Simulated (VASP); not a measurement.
# Si (R-3m) in VASP: phonons with PBE

Aim: the phonons of Si with PBE.

All numbers are computed with VASP 6.6.1; they aren't measurements. Logs are shortened: lines on timing, memory, paths and dates and some standing lists are left out, and cuts for length are marked.

## 1. The structure

The structure is trigonal, space group R-3m (No. 166). Conventional cell: a = 3.833 Å, b = 3.833 Å, c = 9.501 Å, α = 90.00°, β = 90.00°, γ = 120.00°. Si (site symmetry 3m) is surrounded by 4 Si at 2.35 to 2.37 Å.

## 2. Phonons, PBE

File POSCAR:

```
Si
1.0
    0.0213672721      2.7319713639      2.7319713639
    2.7319713639      0.0213672721      2.7319713639
    2.7319713639      2.7319713639      0.0213672721
Si
2
Direct
    0.0005061000      0.0005061000      0.0005061000
    0.2494940000      0.2494940000      0.2494940000
```

File INCAR.step1:

```
ALGO = Normal
EDIFF = 1E-8
EDIFFG = -0.002
ENCUT = 600
GGA = PE
IBRION = 2
ISIF = 3
ISMEAR = 0
LASPH = True
LCHARG = False
LREAL = False
LWAVE = False
NELM = 60
NSW = 40
PREC = Accurate
SIGMA = 0.01
```

File INCAR.step2:

```
ALGO = Normal
EDIFF = 1E-8
ENCUT = 600
GGA = PE
IBRION = 6
ISIF = 2
ISMEAR = 0
LASPH = True
LCHARG = False
LREAL = False
LWAVE = False
NELM = 60
NFREE = 2
NSW = 1
POTIM = 0.015
PREC = Accurate
SIGMA = 0.01
```

File KPOINTS:

```
k-points
0
Gamma
  10 10 10
```

Potentials or basis: VASP PAW PBE potentials, release 64 (Si).

On the command line:

```
$ cat potpaw_PBE.64/Si/POTCAR > POTCAR
$ cp INCAR.step1 INCAR
$ mpirun -np 1 vasp_std > vasp.out
$ cp CONTCAR POSCAR
$ cp INCAR.step2 INCAR
$ mpirun -np 1 vasp_std > vasp.out
```

OUTCAR:

```text
EDIFF = 1E-8
   ENCUT = 600
   GGA = PE
   IBRION = 6
   ISIF = 2
   ISMEAR = 0
   LASPH = True
   LREAL = False
   NELM = 60
   NFREE = 2
   NSW = 1
   POTIM = 0.015
   PREC = Accurate

 ion  position               nearest neighbor table
   1  0.000  0.000  0.000-   2 2.37   2 2.37   2 2.37   2 2.37
   2  0.250  0.250  0.250-   1 2.37   1 2.37   1 2.37   1 2.37

  LATTYP: Found a face centered cubic cell.
 ALAT       =     5.4686997355

  Lattice vectors:

 A1 = (   0.0000011708,   2.7343498677,   2.7343498677)
 A2 = (   2.7343498677,   0.0000011708,   2.7343498677)
 A3 = (   2.7343498677,   2.7343498677,   0.0000011708)

Analysis of symmetry for initial positions (statically):
=====================================================================
 Subroutine PRICEL returns:
 Original cell was already a primitive cell.

 Routine SETGRP: Setting up the symmetry group for a
 face centered cubic supercell.

 Subroutine GETGRP returns: Found 12 space group operations
 (whereof  6 operations were pure point group operations)
 out of a pool of 48 trial point group operations.

The static configuration has the point symmetry C_3v.
 The point group associated with its full space group is D_3d.

Analysis of symmetry for dynamics (positions and initial velocities):
=====================================================================
 Subroutine PRICEL returns:
 Original cell was already a primitive cell.

 Routine SETGRP: Setting up the symmetry group for a
 face centered cubic supercell.

 Subroutine GETGRP returns: Found 12 space group operations
 (whereof  6 operations were pure point group operations)
 out of a pool of 48 trial point group operations.

The dynamic configuration has the point symmetry C_3v.
 The point group associated with its full space group is D_3d.

 Subroutine INISYM returns: Found 12 space group operations
 (whereof  6 operations are pure point group operations),
 and found     1 'primitive' translations

----------------------------------------------------------------------------------------

                                     Primitive cell

  volume of cell :      40.8876

  direct lattice vectors                    reciprocal lattice vectors
     0.000001171  2.734349868  2.734349868    -0.182858941  0.182858863  0.182858863
     2.734349868  0.000001171  2.734349868     0.182858863 -0.182858941  0.182858863
     2.734349868  2.734349868  0.000001171     0.182858863  0.182858863 -0.182858941

  length of vectors
     3.866954667  3.866954667  3.866954667     0.316720886  0.316720886  0.316720886

  position of ions in fractional coordinates (direct lattice)
     0.000002882  0.000002882  0.000002882
     0.249997218  0.249997218  0.249997218

  ion indices of the primitive-cell ions
   primitive index   ion index
                 1           1
                 2           2

----------------------------------------------------------------------------------------

 KPOINTS: k-points

Automatic generation of k-mesh.
 Grid dimensions read from file:
 generate k-points for:   10   10   10

 Generating k-lattice:

  Cartesian coordinates                     Fractional coordinates (reciprocal lattice)
    -0.018285894  0.018285886  0.018285886     0.100000000 -0.000000000 -0.000000000
     0.018285886 -0.018285894  0.018285886    -0.000000000  0.100000000 -0.000000000
     0.018285886  0.018285886 -0.018285894    -0.000000000 -0.000000000  0.100000000

  Length of vectors
     0.031672089  0.031672089  0.031672089

  Shift w.r.t. Gamma in fractional coordinates (k-lattice)
     0.000000000  0.000000000  0.000000000

 Subroutine IBZKPT returns following result:
 ===========================================

 Found    116 irreducible k-points:

 Following reciprocal coordinates:
            Coordinates               Weight
  0.000000  0.000000  0.000000      1.000000
  0.100000 -0.000000  0.000000      6.000000
  0.100000  0.100000  0.100000      2.000000
  0.200000 -0.000000  0.000000      6.000000
  0.200000  0.200000  0.200000      2.000000
  0.300000  0.000000  0.000000      6.000000
[... 16 lines left out ...]
  0.100000  0.100000 -0.400000      6.000000
  0.500000  0.400000  0.500000      6.000000
 [... further k-points ...]
   k-points           NKPTS =    116   k-points in BZ     NKDIM =    116   number of bands    NBANDS=      8
   number of dos      NEDOS =    301   number of ions     NIONS =      2
   total plane-waves  NPLWV =  32768
   dimension x,y,z NGX =    32 NGY =   32 NGZ =   32
   dimension x,y,z NGXF=    64 NGYF=   64 NGZF=   64
   ions per type =               2
   NGX,Y,Z   is equivalent  to a cutoff of  13.76, 13.76, 13.76 a.u.
   NGXF,Y,Z  is equivalent  to a cutoff of  27.51, 27.51, 27.51 a.u.
 SYSTEM =  unknown system
   PREC   = accura    normal or accurate (medium, high low for compatibility)
   ISTART =      0    job   : 0-new  1-cont  2-samecut
   ICHARG =      2    charge: 1-file 2-atom 10-const
   ISPIN  =      1    spin polarized calculation?
   LNONCOLLINEAR =      F non collinear calculations
   LSORBIT =      F    spin-orbit coupling
   LASPH  =      T    aspherical Exc in radial PAW
   ENCUT  =  600.0 eV  44.10 Ry    6.64 a.u.   7.72  7.72  7.72*2*pi/ulx,y,z
   NELM   =     60;   NELMIN=  2; NELMDL=  0     # of ELM steps
   EDIFF  = 0.1E-07   stopping-criterion for ELM
   LREAL  =      F    real-space projection
   EDIFFG = 0.1E-06   stopping-criterion for IOM
   NSW    =     61    number of steps for IOM
   IBRION =      6    ionic relax: 0-MD 1-quasi-New 2-CG
   NFREE  =      2    steps in history (QN), initial steepest desc. (CG)
   ISIF   =      2    stress and relaxation
   ISYM   =      2    0-nonsym 1-usesym 2-fastsym
   POTIM  = 0.0150    time-step for ionic-motion
   TEBEG  =    0.0;   TEEND  =   0.0 temperature during run
   PSTRESS=    0.0 pullay stress
   NELECT =       8.0000    total number of electrons
   NUPDOWN=      -1.0000    fix difference up-down
   EMIN   =  10.00;   EMAX   =-10.00  energy-range for DOS
   EFERMI =   0.00;   METHOD = LEGACY
   ISMEAR =     0;   SIGMA  =   0.01  broadening in eV -4-tet -1-fermi 0-gaus
   EFERMI_NEDOS =   21; number of points for ismear=-14 and -15
   IALGO  =     38    algorithm
   IMIX   =      4    mixing-type and parameters
     AMIX     =   0.40;   BMIX     =  1.00
     AMIX_MAG =   1.60;   BMIX_MAG =  1.00
  volume/ion in A,a.u.               =      20.44       137.96
  Fermi-wavevector in a.u.,A,eV,Ry     =   0.950402  1.796000 12.289662  0.903265
  Thomas-Fermi vector in A             =   2.078776
   LORBIT       =      0    0 simple, 1 ext, 2 COOP (PROOUT), +10 PAW based schemes
   GGA     = PE    functional components
   LHFCALC =     F    Hartree Fock is set to
   AEXX    =    0.0000 exact exchange contribution
   IVDW    =     0    specifies the selected vdW correction
   LEPSILON=     F    determine dielectric tensor
   LRPA    =     F    only Hartree local field effects (RPA)
 finite differences with symmetry
 non-spin polarized calculation
 Gauss-broadening in eV      SIGMA  =   0.01
  energy-cutoff  :      600.00
  volume of cell :       40.89
 maximum number of plane-waves:      1387
   NGX = 15   NGY = 15   NGZ = 15

--------------------------------------- Ionic step        1  -------------------------------------------

 number of electron       8.0000000 magnetization

 Free energy of the ion-electron system (eV)
  ---------------------------------------------------
  ext. energy  EPLUGINS =         0.00000000
  ---------------------------------------------------
  free energy    TOTEN  =       -10.84933444 eV

  energy without entropy =      -10.84933444  energy(sigma->0) =      -10.84933444

------------------------ aborting loop because EDIFF is reached ----------------------------------------

  FORCE on cell =-STRESS in cart. coord.  units (eV):
  Direction    XX          YY          ZZ          XY          YZ          ZX
  --------------------------------------------------------------------------------------
  -------------------------------------------------------------------------------------
  Total        0.0005229      0.0005229      0.0005229      0.0002692      0.0002692      0.0002692
  in kB        0.0204898      0.0204898      0.0204898      0.0105488      0.0105488      0.0105488
  external PRESSURE =       0.0204898 kB  Pullay stress =       0.0000000 kB
[... 57 lines left out ...]
  energy  without entropy=      -10.8478615798  energy(sigma->0) =      -10.84786158

--------------------------------------- Ionic step        3  -------------------------------------------

 number of electron       8.0000000 magnetization

 Free energy of the ion-electron system (eV)
  ---------------------------------------------------
  ext. energy  EPLUGINS =         0.00000000
  ---------------------------------------------------
  free energy    TOTEN  =       -10.84787358 eV

  energy without entropy =      -10.84787358  energy(sigma->0) =      -10.84787358

 E-fermi :   5.8027     XC(G=0):  -9.3272

 val. band max:        5.6879963339   @ k =   0.0000   0.0000   0.0000
 cond. band min:       6.2322158488   @ k =   0.0000   0.4000   0.4000
 fundamental gap:      0.5442195149
 Fermi energy:         5.8027462461

 k-point     1 :       0.0000    0.0000    0.0000
  band No.  band energies     occupation
      1      -6.1986      2.00000
      2       5.5447      2.00000
      3       5.6169      2.00000
      4       5.6880      2.00000
      5       8.1305      0.00000
      6       8.1723      0.00000
      7       8.2158      0.00000
      8       8.7502      0.00000
[... 243 lines left out ...]
 k-point    24 :       0.5000    0.4000    0.5000
  band No.  band energies     occupation
      1      -3.8811      2.00000
      2      -1.0767      2.00000
      3       3.6410      2.00000
      4       4.2080      2.00000
      5       7.7047      0.00000
      6       8.9270      0.00000
      7       9.4249      0.00000
      8      13.3474      0.00000

 [... further k-points ...]

------------------------ aborting loop because EDIFF is reached ----------------------------------------

  FORCE on cell =-STRESS in cart. coord.  units (eV):
  Direction    XX          YY          ZZ          XY          YZ          ZX
  --------------------------------------------------------------------------------------
  -------------------------------------------------------------------------------------
  Total        0.0001367      0.0035921      0.0035921      0.0002767     -0.1349612      0.0002767
  in kB        0.0053555      0.1407570      0.1407570      0.0108425     -5.2884393      0.0108424
  external PRESSURE =       0.0956232 kB  Pullay stress =       0.0000000 kB
[... 17 lines left out ...]
  FREE ENERGIE OF THE ION-ELECTRON SYSTEM (eV)
  ---------------------------------------------------
  free  energy   TOTEN  =       -10.8478735816 eV

  energy  without entropy=      -10.8478735816  energy(sigma->0) =      -10.84787358

 INTERNAL STRAIN TENSORS FROM DISPLACED ATOMS
 ============================================

 INTERNAL STRAIN TENSOR FOR ION    1 for displacements in x,y,z  (eV/Angst):
          X           Y           Z          XY          YZ          ZX
  --------------------------------------------------------------------------------
  x    -0.00036     0.00069     0.00069     0.00006     9.01971     0.00006
  y     0.00069    -0.00036     0.00069     0.00006     0.00006     9.01971
  z     0.00069     0.00069    -0.00036     9.01971     0.00006     0.00006

 INTERNAL STRAIN TENSOR FOR ION    2 for displacements in x,y,z  (eV/Angst):
          X           Y           Z          XY          YZ          ZX
  --------------------------------------------------------------------------------
  x     0.00036    -0.00069    -0.00069    -0.00006    -9.01971    -0.00006
  y    -0.00069     0.00036    -0.00069    -0.00006    -0.00006    -9.01971
  z    -0.00069    -0.00069     0.00036    -9.01971    -0.00006    -0.00006

 Eigenvectors and eigenvalues of the dynamical matrix
 ----------------------------------------------------

   1 f  =   15.064944 THz    94.655836 2PiTHz  502.512449 cm-1    62.303575 meV
             X         Y         Z           dx          dy          dz
      0.000016  0.000016  0.000016    -0.408248   -0.408248   -0.408248
      1.367160  1.367160  1.367160     0.408248    0.408248    0.408248

   2 f  =   15.063182 THz    94.644767 2PiTHz  502.453683 cm-1    62.296289 meV
             X         Y         Z           dx          dy          dz
      0.000016  0.000016  0.000016     0.101468   -0.542952    0.441483
      1.367160  1.367160  1.367160    -0.101468    0.542952   -0.441483
[... 6 lines left out ...]
   4 f  =    0.000000 THz     0.000001 2PiTHz    0.000006 cm-1     0.000001 meV
             X         Y         Z           dx          dy          dz
      0.000016  0.000016  0.000016    -0.268898    0.643127   -0.118667
      1.367160  1.367160  1.367160    -0.268898    0.643127   -0.118667

   5 f  =    0.000000 THz     0.000001 2PiTHz    0.000005 cm-1     0.000001 meV
             X         Y         Z           dx          dy          dz
      0.000016  0.000016  0.000016     0.653931    0.262802   -0.057521
      1.367160  1.367160  1.367160     0.653931    0.262802   -0.057521

   6 f/i=    0.000000 THz     0.000002 2PiTHz    0.000008 cm-1     0.000001 meV
             X         Y         Z           dx          dy          dz
      0.000016  0.000016  0.000016     0.008212    0.131617    0.694701
      1.367160  1.367160  1.367160     0.008212    0.131617    0.694701

 ELASTIC MODULI CONTR FROM IONIC RELAXATION (kBar)
 Direction    XX          YY          ZZ          XY          YZ          ZX
 --------------------------------------------------------------------------------
 XX          -0.0000      0.0000      0.0000     -0.0186      0.0097     -0.0186
 YY           0.0000     -0.0000      0.0000     -0.0186     -0.0186      0.0097
 ZZ           0.0000      0.0000     -0.0000      0.0097     -0.0186     -0.0186
 XY          -0.0186     -0.0186      0.0097   -244.5084      0.0158      0.0158
 YZ           0.0097     -0.0186     -0.0186      0.0158   -244.5084      0.0158
 ZX          -0.0186      0.0097     -0.0186      0.0158      0.0158   -244.5084
 --------------------------------------------------------------------------------
```

It took 4.3 min on 1 thread of Intel Xeon Platinum 8488C (Sapphire Rapids), shared host; peak memory 0.29 GiB.

What came out:

- Relaxed volume: 20.44 Å³/atom
- Relaxed cell: a = 3.867 Å, b = 3.867 Å, c = 3.867 Å, α = 60.00°, β = 60.00°, γ = 60.00°
- Space group after relaxing (to 0.05 Å): Fd-3m (No. 227)
- Highest phonon frequency at Γ: 503 cm⁻¹

Step by step:
| step | energy change (eV) | largest force (eV/Å) | pressure (GPa) | volume (Å³) |
| --- | --- | --- | --- | --- |
| 1 | 0.0000 | 0.0002 | 1.32 | 40.30 |
| 2 | -0.0026 | 0.1155 | -0.83 | 41.28 |
| 3 | -0.0036 | 0.0767 | -0.10 | 40.93 |
| 4 | -0.0041 | 0.0144 | -0.07 | 40.92 |
| 5 | -0.0041 | 0.0130 | -0.06 | 40.91 |
| 6 | -0.0041 | 0.0099 | 0.04 | 40.87 |
| 7 | -0.0041 | 0.0007 | 0.00 | 40.89 |

Final structure:
```cif
data_structure
_symmetry_space_group_name_H-M 'P 1'
_symmetry_Int_Tables_number 1
_cell_length_a 3.8670
_cell_length_b 3.8670
_cell_length_c 3.8670
_cell_angle_alpha 60.000
_cell_angle_beta 60.000
_cell_angle_gamma 60.000
_cell_volume 40.89
loop_
_atom_site_label
_atom_site_type_symbol
_atom_site_fract_x
_atom_site_fract_y
_atom_site_fract_z
_atom_site_occupancy
Si1 Si 0.00000 0.00000 0.00000 1
Si2 Si 0.25000 0.25000 0.25000 1
```

Phonon frequencies in cm⁻¹ (negative: imaginary):
| q point | frequencies |
| --- | --- |
| (0.000, 0.000, 0.000) | 0 0 0 502 502 503 |
